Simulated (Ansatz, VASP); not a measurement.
# Cross-check of ThSiO4 between VASP and Ansatz, part 2 of 3

Wanted: the spread between two codes on one cell, functional and k mesh. The cell is taken from a series of runs on this material, whose earlier steps may have relaxed, scaled, displaced or heated it; both programs get it as it stands.

VASP 6.6.1 and Ansatz 0.2.0.

So far: Set-up; Ansatz: zone-centre phonons, PBEsol.

**3. VASP: zone-centre phonons, PBEsol**

Level of this step: PBEsol; plane waves and PAW (Th, Si, O) (VASP).

The same cell, functional and mesh now go to VASP, with its own data sets.

Lines of VASP's logs that name or quote its potential files are left out, and so is its time.

Input file INCAR:

```
SYSTEM = ThSiO4
PREC = Accurate
ENCUT = 600
EDIFF = 1E-08
NELM = 200
ISMEAR = 0
SIGMA = 0.01
LREAL = .FALSE.
ALGO = Normal
GGA = PS
NBANDS = 52
LASPH = .TRUE.
LORBIT = 11
LWAVE = .FALSE.
LCHARG = .FALSE.
ISIF = 2
IBRION = 8
LEPSILON = .TRUE.
GGA_COMPAT = .FALSE.
EFERMI = MIDGAP
LMAXMIX = 6
KPAR = 2
```

Input file POSCAR:

```
ThSiO4
1.0
   -3.5741537195      3.5741537195      3.1542286643
    3.5741537195     -3.5741537195      3.1542286643
    3.5741537195      3.5741537195     -3.1542286643
Th Si O
2 2 8
Direct
    0.0000000000      0.0000000000      0.0000000000
    0.7500000000      0.2500000000      0.5000000000
    0.5000000000      0.5000000000      0.0000000000
    0.2500000000      0.7500000000      0.5000000000
    0.5098085462      0.3329127885      0.1768957577
    0.0829127885      0.4060170309      0.3231042423
    0.1560170309      0.3329127885      0.8231042423
    0.0829127885      0.7598085462      0.6768957577
    0.2401914538      0.9170872115      0.3231042423
    0.6670872115      0.4901914538      0.8231042423
    0.5939829691      0.9170872115      0.6768957577
    0.6670872115      0.8439829691      0.1768957577
```

Input file KPOINTS:

```
Automatic mesh
0
Gamma
4 4 4
0 0 0
```

The projector-augmented-wave data sets are Th, Si and O (PBE family, release 64).

On the command line:

```
$ mpirun -np 2 vasp_std
```

Log:

```text
[banner, memory and clock lines left out]
running    2 mpi-ranks, on    1 nodes
 distrk:  each k-point on    1 cores,    2 groups
 distr:  one band on    1 cores,    1 groups

 POSCAR found type information on POSCAR ThSiO
 POSCAR found :  3 types and      12 ions
|                                                                             |
|               ----> ADVICE to this user running VASP <----                  |
|                                                                             |
|     You enforced a specific xc type in the INCAR file but a different       |
|     [... a line on the potential file left out ...]
|     I HOPE YOU KNOW WHAT YOU ARE DOING!                                     |
|                                                                             |

 LDA part: xc-table for (Slater+PW92), standard interpolation
 POSCAR, INCAR and KPOINTS ok, starting setup
 FFT: planning ... GRIDC
 FFT: planning ... GRID_SOFT
 FFT: planning ... GRID
 WAVECAR not read
 entering main loop
       N       E                     dE             d eps       ncg     rms          rms(c)
DAV:   1     0.951115269346E+03    0.95112E+03   -0.41179E+04  1352   0.168E+03
DAV:   2     0.191445838986E+02   -0.93197E+03   -0.88101E+03  1696   0.393E+02
DAV:   3    -0.119952103551E+03   -0.13910E+03   -0.13780E+03  1700   0.161E+02
DAV:   4    -0.124838966898E+03   -0.48869E+01   -0.48712E+01  1992   0.321E+01
DAV:   5    -0.125077833657E+03   -0.23887E+00   -0.23871E+00  2352   0.605E+00    0.594E+01
DAV:   6    -0.109682497419E+03    0.15395E+02   -0.76565E+01  1652   0.360E+01    0.500E+01
DAV:   7    -0.110411320800E+03   -0.72882E+00   -0.12043E+01  2024   0.143E+01    0.407E+01
DAV:   8    -0.110801583652E+03   -0.39026E+00   -0.58443E+00  1736   0.110E+01    0.139E+01
DAV:   9    -0.110307888429E+03    0.49370E+00   -0.30767E+00  1728   0.792E+00    0.693E-01
DAV:  10    -0.110325893462E+03   -0.18005E-01   -0.18297E-01  2044   0.182E+00    0.260E+00
DAV:  11    -0.110324106606E+03    0.17869E-02   -0.10753E-02  2180   0.498E-01    0.683E-01
DAV:  12    -0.110323967978E+03    0.13863E-03   -0.41206E-03  1992   0.260E-01    0.166E-01
DAV:  13    -0.110324015004E+03   -0.47026E-04   -0.43652E-04  1980   0.112E-01    0.254E-02
DAV:  14    -0.110324015530E+03   -0.52660E-06   -0.41101E-05  2008   0.320E-02    0.287E-02
DAV:  15    -0.110324018457E+03   -0.29267E-05   -0.63311E-06  1916   0.108E-02    0.249E-02
DAV:  16    -0.110324018046E+03    0.41104E-06   -0.18806E-06  2024   0.674E-03    0.115E-03
DAV:  17    -0.110324018065E+03   -0.19037E-07   -0.19119E-07  1808   0.200E-03    0.103E-03
DAV:  18    -0.110324018042E+03    0.23331E-07   -0.64435E-09  1144   0.476E-04    0.783E-04
DAV:  19    -0.110324018038E+03    0.32223E-08   -0.16825E-08  1200   0.563E-04
   1 F= -.11032402E+03 E0= -.11032402E+03  d E =0.000000E+00
 Linear response reoptimize wavefunctions to high precision
DAV:   1    -0.110324018040E+03   -0.18845E-08   -0.40001E-09  1128   0.357E-04
DAV:   2    -0.110324018040E+03   -0.14461E-09   -0.10314E-09  1120   0.172E-04
DAV:   3    -0.110324018040E+03    0.16371E-10   -0.45808E-10  1120   0.115E-04
 Linear response G [H, r] |phi>, progress :
  Direction:   1
       N       E                     dE             d eps       ncg     rms
RMM:   1    -0.265883493704E+03   -0.26588E+03    0.20959E+03  3319   0.139E+02
RMM:   2    -0.281471554687E+03   -0.15588E+02   -0.10026E+02  2613   0.353E+01
RMM:   3    -0.285596759291E+03   -0.41252E+01   -0.20492E+01  3027   0.980E+00
RMM:   4    -0.286129557981E+03   -0.53280E+00   -0.39143E+00  3291   0.368E+00
RMM:   5    -0.286242474425E+03   -0.11292E+00   -0.77222E-01  3306   0.153E+00
RMM:   6    -0.286263850688E+03   -0.21376E-01   -0.16481E-01  3333   0.689E-01
RMM:   7    -0.286268732060E+03   -0.48814E-02   -0.70129E-02  3347   0.346E-01
RMM:   8    -0.286269796744E+03   -0.10647E-02   -0.45309E-03  3245   0.206E-01
RMM:   9    -0.286270378149E+03   -0.58141E-03    0.13496E-02  3159   0.145E-01
RMM:  10    -0.286270616963E+03   -0.23881E-03    0.41492E-04  3056   0.116E-01
RMM:  11    -0.286270759069E+03   -0.14211E-03    0.10712E-03  2999   0.101E-01
RMM:  12    -0.286270780320E+03   -0.21251E-04    0.28660E-03  2948   0.938E-02
RMM:  13    -0.286270833797E+03   -0.53477E-04    0.60356E-04  2958   0.902E-02
RMM:  14    -0.286270837325E+03   -0.35280E-05   -0.13982E-03  2938   0.880E-02
RMM:  15    -0.286270867911E+03   -0.30585E-04    0.14078E-04  2974   0.865E-02
 Linear response G [H, r] |phi>, progress :
  Direction:   2
       N       E                     dE             d eps       ncg     rms
RMM:   1    -0.267745037507E+03   -0.26775E+03    0.20934E+03  3320   0.139E+02
RMM:   2    -0.278967815914E+03   -0.11223E+02   -0.99739E+01  2593   0.357E+01
RMM:   3    -0.283138462774E+03   -0.41706E+01   -0.20407E+01  3033   0.994E+00
[...]
RMM:  15    -0.264479198748E-01    0.16663E-07   -0.11655E-06  4095   0.447E-04    0.748E-06
RMM:  16    -0.264479178128E-01    0.20620E-08   -0.96808E-07  4133   0.437E-04    0.818E-06
RMM:  17    -0.264478658786E-01    0.51934E-07   -0.68840E-07  4158   0.432E-04    0.245E-06
RMM:  18    -0.264478862958E-01   -0.20417E-07   -0.11484E-06  4159   0.428E-04    0.557E-06
RMM:  19    -0.264479014314E-01   -0.15136E-07   -0.14772E-06  4207   0.425E-04    0.665E-06
[...]
RMM:   6    -0.370572452931E+00    0.49566E-04   -0.25269E-05  8533   0.107E-02    0.818E-03
RMM:   7    -0.370584019280E+00   -0.11566E-04   -0.14826E-05  8655   0.586E-03    0.253E-03
RMM:   8    -0.370572006443E+00    0.12013E-04   -0.83856E-06  8923   0.322E-03    0.833E-04
RMM:   9    -0.370573259030E+00   -0.12526E-05   -0.59282E-06  9073   0.195E-03    0.376E-04
RMM:  10    -0.370570780564E+00    0.24785E-05   -0.25565E-06  8630   0.152E-03    0.143E-04
RMM:  11    -0.370571162474E+00   -0.38191E-06   -0.24013E-06  8782   0.125E-03    0.757E-05
RMM:  12    -0.370571115132E+00    0.47343E-07   -0.66006E-07  8243   0.120E-03    0.413E-05
RMM:  13    -0.370571079235E+00    0.35897E-07   -0.10921E-06  8461   0.113E-03    0.245E-05
RMM:  14    -0.370570964100E+00    0.11513E-06   -0.62563E-07  8302   0.113E-03    0.151E-05
RMM:  15    -0.370570901507E+00    0.62593E-07   -0.53116E-07  8478   0.111E-03    0.793E-06
RMM:  16    -0.370570886016E+00    0.15490E-07   -0.46088E-07  8358   0.111E-03    0.459E-06
RMM:  17    -0.370570891132E+00   -0.51158E-08   -0.32543E-07  8439   0.111E-03    0.490E-06
RMM:  18    -0.370570873987E+00    0.17145E-07   -0.28388E-07  8435   0.111E-03    0.390E-06
RMM:  19    -0.370570869975E+00    0.40117E-08   -0.23131E-07  8480   0.111E-03    0.532E-06
RMM:  20    -0.370570885927E+00   -0.15952E-07   -0.21305E-07  8478   0.111E-03    0.130E-05
RMM:  21    -0.370570902978E+00   -0.17051E-07   -0.18800E-07  8466   0.111E-03    0.170E-05
RMM:  22    -0.370570899782E+00    0.31960E-08   -0.15612E-07  8551   0.111E-03    0.174E-05
RMM:  23    -0.370570894847E+00    0.49347E-08   -0.16992E-07  8549   0.111E-03    0.168E-05
RMM:  24    -0.370570894776E+00    0.71381E-10   -0.15660E-07  8621   0.111E-03    0.173E-05
 first order change of Fermi-energy   0.12512E-04
 force on displaced ion       5 direction 1 :  -4.360   0.001  -0.001
 Born effective charge ion    5 direction 1 :  -1.065  -0.000   0.000
 Linear response progress:
  Degree of freedom:   6/  7
       N       E                     dE             d eps       ncg     rms          rms(c)
RMM:   1    -0.385475512332E+00   -0.38548E+00    0.29946E-01  5804   0.247E+00
RMM:   2    -0.371576549123E+00    0.13899E-01   -0.22997E-02  4398   0.551E-01    0.732E-01
RMM:   3    -0.372857078173E+00   -0.12805E-02   -0.72096E-03  4808   0.245E-01    0.389E-01
RMM:   4    -0.374486618941E+00   -0.16295E-02   -0.20068E-03  4908   0.143E-01    0.998E-02
RMM:   5    -0.374820278788E+00   -0.33366E-03   -0.46986E-04  5844   0.497E-02    0.400E-02
RMM:   6    -0.374775955610E+00    0.44323E-04   -0.93358E-05  5972   0.263E-02    0.192E-02
RMM:   7    -0.374826291450E+00   -0.50336E-04   -0.41931E-05  6271   0.150E-02    0.116E-02
RMM:   8    -0.374791231995E+00    0.35059E-04   -0.99693E-06  6311   0.905E-03    0.508E-03
RMM:   9    -0.374781946674E+00    0.92853E-05   -0.14871E-05  6682   0.504E-03    0.349E-03
RMM:  10    -0.374786126827E+00   -0.41802E-05   -0.25857E-06  6378   0.313E-03    0.128E-03
RMM:  11    -0.374785561605E+00    0.56522E-06   -0.13893E-06  6608   0.197E-03    0.571E-04
RMM:  12    -0.374785932269E+00   -0.37066E-06    0.20128E-08  6021   0.152E-03    0.300E-04
RMM:  13    -0.374786268727E+00   -0.33646E-06   -0.14202E-08  5977   0.128E-03    0.129E-04
RMM:  14    -0.374786403701E+00   -0.13497E-06   -0.22454E-07  5757   0.122E-03    0.107E-04
RMM:  15    -0.374786412725E+00   -0.90236E-08    0.30961E-07  5824   0.114E-03    0.534E-05
RMM:  16    -0.374786428157E+00   -0.15432E-07   -0.32749E-07  5726   0.113E-03    0.334E-05
RMM:  17    -0.374786447800E+00   -0.19643E-07   -0.79451E-08  5792   0.111E-03    0.148E-05
RMM:  18    -0.374786447471E+00    0.32843E-09   -0.44400E-07  5704   0.110E-03    0.803E-06
RMM:  19    -0.374786449484E+00   -0.20130E-08   -0.77013E-08  5767   0.109E-03    0.160E-05
 first order change of Fermi-energy   0.27211E-02
 force on displaced ion       5 direction 2 :   0.000 -24.839  10.831
 Born effective charge ion    5 direction 2 :   0.000  -3.257   0.259
 Linear response progress:
  Degree of freedom:   7/  7
       N       E                     dE             d eps       ncg     rms          rms(c)
RMM:   1    -0.383445047566E+00   -0.38345E+00    0.23841E-01  5431   0.240E+00
RMM:   2    -0.368980022048E+00    0.14465E-01   -0.28285E-02  4460   0.576E-01    0.523E-01
RMM:   3    -0.370617957358E+00   -0.16379E-02   -0.72426E-03  4942   0.220E-01    0.305E-01
RMM:   4    -0.372150262625E+00   -0.15323E-02   -0.17031E-03  4880   0.137E-01    0.744E-02
RMM:   5    -0.372421899827E+00   -0.27164E-03   -0.46424E-04  5701   0.458E-02    0.346E-02
RMM:   6    -0.372379165097E+00    0.42735E-04   -0.79233E-05  5793   0.222E-02    0.143E-02
RMM:   7    -0.372411677399E+00   -0.32512E-04   -0.35089E-05  6351   0.113E-02    0.800E-03
RMM:   8    -0.372387710797E+00    0.23967E-04   -0.74277E-06  6229   0.660E-03    0.378E-03
RMM:   9    -0.372374599731E+00    0.13111E-04   -0.62902E-06  6539   0.379E-03    0.185E-03
RMM:  10    -0.372379941183E+00   -0.53415E-05   -0.24444E-06  6263   0.238E-03    0.680E-04
RMM:  11    -0.372379807651E+00    0.13353E-06   -0.92340E-08  6407   0.163E-03    0.246E-04
RMM:  12    -0.372380402244E+00   -0.59459E-06    0.80377E-07  5641   0.138E-03    0.122E-04
RMM:  13    -0.372380474552E+00   -0.72308E-07   -0.71714E-08  5968   0.119E-03    0.455E-05
RMM:  14    -0.372380595573E+00   -0.12102E-06   -0.69095E-09  5621   0.117E-03    0.653E-05
[...]
RMM:  34    -0.372380613553E+00    0.29008E-09    0.40936E-07  6030   0.109E-03    0.502E-06
RMM:  35    -0.372380613526E+00    0.27304E-10    0.43144E-07  6071   0.109E-03    0.446E-06
RMM:  36    -0.372380613023E+00    0.50320E-09    0.40902E-07  6093   0.110E-03    0.380E-06
RMM:  37    -0.372380612770E+00    0.25326E-09    0.43409E-07  6115   0.110E-03    0.319E-06
RMM:  38    -0.372380612149E+00    0.62037E-09    0.41651E-07  6133   0.110E-03    0.258E-06
RMM:  39    -0.372380611985E+00    0.16448E-09    0.45134E-07  6171   0.110E-03    0.237E-06
RMM:  40    -0.372380612481E+00   -0.49622E-09    0.43642E-07  6199   0.110E-03    0.224E-06
RMM:  41    -0.372380611831E+00    0.64971E-09    0.45191E-07  6218   0.110E-03    0.225E-06
 first order change of Fermi-energy  -0.14463E+00
 force on displaced ion       5 direction 3 :  -0.000  10.841 -16.510
 Born effective charge ion    5 direction 3 :   0.000   0.268  -2.405
 Born effective charges drift removed
 Linear response finished
```

(Continued in part 3 of 3.)

[Lines on the potential files, build, host, timing and source positions are cut from VASP's logs without a mark.]

[Logs are printed without paths, hosts, clocks, repeated set-up lines and the standing remarks that a program may print on its own settings, such as how far it seeks lower states.]

[Hosts, paths, dates, database ids (printed as entryN), source tags and the programs' standing remarks are cut or masked in the printed files.]
